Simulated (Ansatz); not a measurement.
The system is Rh.

```
Rh
1.0
     0.00000    1.89785    1.89785
     1.89785    0.00000    1.89785
     1.89785    1.89785    0.00000
Rh
1
Direct
  0.00000 0.00000 0.00000
```

A run of Ansatz 0.2.0 on this cell left the log below. Logs are shortened: lines on timing, memory, paths and dates and some standing lists are left out, and cuts for length are marked.

```text
Warning: RAYON_NUM_THREADS=2 ignored (pool sized by the plan → 2); use --threads N
Engine: ansatz 0.2.0, aarch64-unknown-linux-gnu
Pseudopotentials: kind: paw
Pseudopotential: Rh, paw, valence charge 17, recommended cutoff 420 eV (normal), Rh.paw.azcp
Functional definition: BLYP
  parameter beta = 0.0042
  parameter a = 0.04918
  parameter b = 0.132
  parameter c = 0.2533
  parameter d = 0.349
  exchange = b88_x(beta = beta)
  correlation = lyp_c(a = a, b = b, c = c, d = d)
Crystal: 1 atoms, lattice volume = 13.671 Å³
Basis set: ecut = 420 eV, 283 PW (Γ), exchange–correlation on 36×36×36 points (8 copies of the dense FFT grid, shifted against one another)
Bands: 13, of which v1, the nominal top of the filled ones, is band 9 counted from 1 (8 counted from 0)
Symmetry: 48 space group operations
Space group: Fm-3m (ITA 225), of the structure as read, at distance tolerance 2.4e-5 Å
k-points: 72 of 1728
Non-local potential: Rh, projectors of the file, l = 0: 3, l = 1: 2, l = 2: 2, l = 3: 1
PAW form: soft (Blöchl's): semilocal exchange-correlation on the pseudo side does not see the compensation charge
PAW frozen core: Rh, regenerated for the run's functional, and the local potential with it (the file was generated under x = pbe(κ = 0.804, μ = 0.2195149727645171), c = pbe(β = 0.06672455060314922))
PAW one-centre angular grid: Rh, 590 points (default); XC on 64 Gauss nodes
Initial density: superposition of atomic densities (neutral atoms: chi_scale 0, normalization atom), corrected by the library's trained network
Initial wavefunctions: pseudopotential atomic-orbital guess
Functional: x = b88, c = lyp
SCF iter   1: F=—  HF=-6417.053434 eV  |F-HF|=—  |Δ(HF+E_count)|=         —  Δρ=1.66e-2  dr2=3.65e-2  ethr=1.77e-3  ⟨swp⟩=5.1  Hψ=5219  notcnv=0
preconditioner: auto → none  [metal: Δε(μ)=0.038 eV  Ē_g=14.193 eV  σ=0.050 eV  W_gap=0.18  n_scr=0 (ndim 8)  ℏωp=30.1 eV  f_vac=0.000  D(μ)=1.13/eV (n_scr^D=14)]
SCF iter   2: F=—  HF=-6417.046004 eV  |F-HF|=—  |Δ(HF+E_count)|=   7.43e-3  Δρ=7.08e-3  dr2=4.09e-3  ethr=2.15e-4  ⟨swp⟩=2.7  Hψ=2235  notcnv=0
[... 69 lines left out ...]
iter 1 solved again at ethr=1.40e-8 eV; its pass at ethr=3.10e-3 eV (dr2=2.37e-6 eV) is discarded
SCF iter   1: F=—  HF=-6417.115175 eV  |F-HF|=—  |Δ(HF+E_count)|=         —  Δρ=5.55e-6  dr2=1.55e-9  ethr=1.40e-8  ⟨swp⟩=3.1  Hψ=7846  notcnv=0
SCF iter   2: F=—  HF=-6417.115173 eV  |F-HF|=—  |Δ(HF+E_count)|=   2.11e-6  Δρ=2.75e-6  dr2=3.26e-10  ethr=9.13e-12  ⟨swp⟩=2.1  Hψ=1463  notcnv=0
SCF iter   3: F=—  HF=-6417.115173 eV  |F-HF|=—  |Δ(HF+E_count)|=  1.24e-10  Δρ=6.27e-7  dr2=5.40e-11  ethr=1.92e-12  ⟨swp⟩=2.8  Hψ=1628  notcnv=0
SCF iter   4: F=-6417.115173 eV  HF=-6417.115173 eV  |F-HF|=1.82e-12  |Δ(HF+E_count)|=  1.64e-11  Δρ=1.05e-7  dr2=6.15e-13  ethr=1.00e-12  ⟨swp⟩=3.8  Hψ=3754  notcnv=0
SCF 8 converged in 4 iterations: F = -6417.115173 eV  dr2 = 6.15e-13
relax step   8: F+E_penalty+E_count = -6417.11517302 eV  Δ(F+E_penalty+E_count) = -1.153e-6 eV  max|allowed force component| = 0.000e0 eV/Å  Δτ_max = 0.0000 Å  P = +0.001 GPa  Ω = 14.817 Å³  stress off target by 8.28e-4 GPa  SCF on the basis re-selected at this cell (its energy is not comparable with the rows above)  (4 SCF iters)
basis re-selected at this cell: Δ(F+E_penalty+E_count) = -1.153e-6 eV, ΔP = +0.000 GPa vs the last step (what re-selecting the basis moved, of the pressure what is left beyond the Pulay correction that the steps carried, after the strain that the cell walked since its last selection, with what the two solves' SCF thresholds leave and, on support functions, any second-order correction that the steps lacked; it is no measure of the basis error at this ecutwfc). This SCF's stress stands 8.28e-4 GPa from its target on what of the cell is left free (relax.cell.stress_tol is 5.00e-2 GPa) and its largest allowed force component is 0.00e0 eV/Å (relax.f_tol is 1.00e-2 eV/Å): within both
SCF converged after 4 iterations
Free energy (F): -6417.115173 eV
Harris-Foulkes:  -6417.115173 eV  (|F-HF|=1.82e-12)
Internal energy: -6417.104310 eV  (E = F + TS)
E sigma→0 (E₀):  -6417.109742 eV
Entropy (-TS):   -0.010863 eV (-10.863 meV/atom)
Fermi energy:    20.823341 eV
--- Per-component energies (eV) ---
  E_band       = -106.854568
  E_kinetic    = 572.496535
  E_local      = -1658.843358  (includes V_loc(G=0)·N_el)
  E_nonlocal   = 354.959688
  E_hartree    = 583.968518
  E_xc         = -218.230446
  E_vxc        = -273.177724  (∫ρ·V_xc dr)
  E_paw        = -3604.696692  (= ΣΔE_a)
  E_vpaw       = -270.227620  (= ΣTr[D̂ρ^β])
  E_aug_tail   = 0.000850  (compensation charges beyond the density's cutoff)
  E_ewald      = -2446.847476
  E_core_change = 0.088071  (= ΣΔE_core)
  E_smearing   = -0.010863  (= −TS)
  E_closure    = -0.000000  (closes the sum)
  Σ components = -6417.115173   (vs F -6417.115173, Δ=0.00e0)
--- Forces (eV/Å), atoms counted from 1 ---
  atom   1  Rh    -0.00000000    -0.00000000     0.00000000
  max |Σ_I F_I| component: 3.70e-32 eV/Å
--- Stress (GPa, compression-positive) ---
        0.000828      -0.000000      -0.000000
       -0.000000       0.000828      -0.000000
       -0.000000      -0.000000       0.000828
  P = ⅓ Tr σ = 0.0008 GPa (0.008 kbar)
--- Relaxed structure (6 steps of the walk, 6 accepted, 2 SCFs on fresh bases) ---
  F+E_penalty+E_count = -6417.11517302 eV   max|allowed force component| = 0.000e0 eV/Å   (the final SCF, on the basis selected at the relaxed cell)
  cell:  # Å, volume = 14.8169 Å³
    - [6.623983642764267e-34, 1.9494362074503009, 1.9494362074503009]
    - [1.9494362074503009, 1.4394425992930042e-33, 1.9494362074503009]
    - [1.9494362074503009, 1.9494362074503009, 3.630452573438108e-33]
  atoms:
    - { symbol: Rh, position: [0.0, 0.0, 0.0] }
```

What input gives this log?

Relaxation of cell and atoms with BLYP, no spin polarisation. The files as run (others can give the same):

input.yaml
```yaml
crystal:
  lattice:
    - [0.0, 1.89785, 1.89785]
    - [1.89785, 0.0, 1.89785]
    - [1.89785, 1.89785, 0.0]
  atoms:
    - { symbol: Rh, position: [0.0, 0.0, 0.0] }
hamiltonian:
  xc: blyp
  pseudopotentials: { kind: paw }
kpoints:
  mp_grid: { grid: [12, 12, 12] }
scf:
  occupations: { method: fermi_dirac, width: 0.05 }
output:
  forces: true
  stress: true
relax:
  f_tol: 0.01
  max_steps: 40
  cell: { stress_tol: 0.05 }
```

Potentials or basis: Ansatz PAW.
The run is started by
```console
$ ansatz run input.yaml --threads 2 --pin off --max-ram 5632MiB --backend cpu --events-out ev --progress --plain --runs-dir out
```

Caveat: the plane-wave basis is chosen anew once the cell has moved, so the energies of steps on either side of that aren't comparable; the PAW data sets come from PBE, with cores solved anew for the run's functional, which leaves a small shift of forces and pressure.
